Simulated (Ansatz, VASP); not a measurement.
Given: the input of a run of Ansatz 0.2.0 on TePb. 

Contents of input.yaml:

```yaml
crystal:
  lattice:
    - [0.0, 3.231, 3.231]
    - [3.231, 0.0, 3.231]
    - [3.231, 3.231, 0.0]
  atoms:
    - { symbol: Pb, position: [0.0, 0.0, 0.0] }
    - { symbol: Te, position: [0.5, 0.5, 0.5] }
kpoints:
  mp_grid: { grid: [7, 7, 7] }
scf:
  occupations: { method: fermi_dirac, width: 0.05 }
hamiltonian:
  xc: pbesol
  dispersion: d4
  pseudopotentials: { kind: all_electron, lapw: { basis_error: 0.001 } }
output:
  forces: true
  stress: true
relax:
  f_tol: 0.02
  max_steps: 60
  cell: {}
```

Potentials or basis: all-electron LAPW, scalar-relativistic.

Run with:

```sh
$ ansatz run input.yaml --threads 1 --pin off --max-ram 3072MiB --backend cpu --events-out ev --progress --plain --runs-dir out
```

Q: What does the same run look like in VASP 6.6.1? Potentials or basis there: PBE PAW files Pb_d, Te, 600 eV.

A: As run (cutoffs and basis follow the program's own potentials, and thresholds, step limits or extra output files can differ):

File INCAR:

```
PREC = Accurate
ENCUT = 600
EDIFF = 1E-6
ISMEAR = -1
SIGMA = 0.05
LREAL = F
LASPH = T
NELM = 100
ALGO = Normal
ISIF = 3
LWAVE = F
LCHARG = F
GGA = PS
IVDW = 13
IBRION = 2
NSW = 40
EDIFFG = -0.01
```

Contents of KPOINTS:

```
Automatic mesh
0
Gamma
  7 7 7
```

Contents of POSCAR:

```
TePb
1.0
    0.0000000000      3.2310000000      3.2310000000
    3.2310000000      0.0000000000      3.2310000000
    3.2310000000      3.2310000000      0.0000000000
Pb Te
1 1
Direct
    0.0000000000      0.0000000000      0.0000000000
    0.5000000000      0.5000000000      0.5000000000
```

Potentials or basis: VASP PAW PBE potentials, release 64 (Pb_d, Te).

The run is started by

```sh
$ cat potpaw_PBE.64/Pb_d/POTCAR potpaw_PBE.64/Te/POTCAR > POTCAR
$ mpirun -np 1 vasp_std > vasp.out
```

Both were run:

|  | Ansatz | VASP |
| --- | --- | --- |
| Relaxed volume | 32.62 Å³/atom | 32.60 Å³/atom |
| Relaxed cell | a = 4.519 Å, b = 4.519 Å, c = 4.519 Å, α = 60.00°, β = 60.00°, γ = 60.00° | a = 4.518 Å, b = 4.518 Å, c = 4.518 Å, α = 60.00°, β = 60.00°, γ = 60.00° |
| Space group after relaxing | Fm-3m (No. 225) | Fm-3m (No. 225) |
| Pressure after relaxing | 0.0 GPa | 0.0 GPa |

VASP's potentials were made for PBE.

Where Ansatz's input types no cutoff or centring, it takes its own default and a Γ-centred mesh.

Pressure is positive in compression.
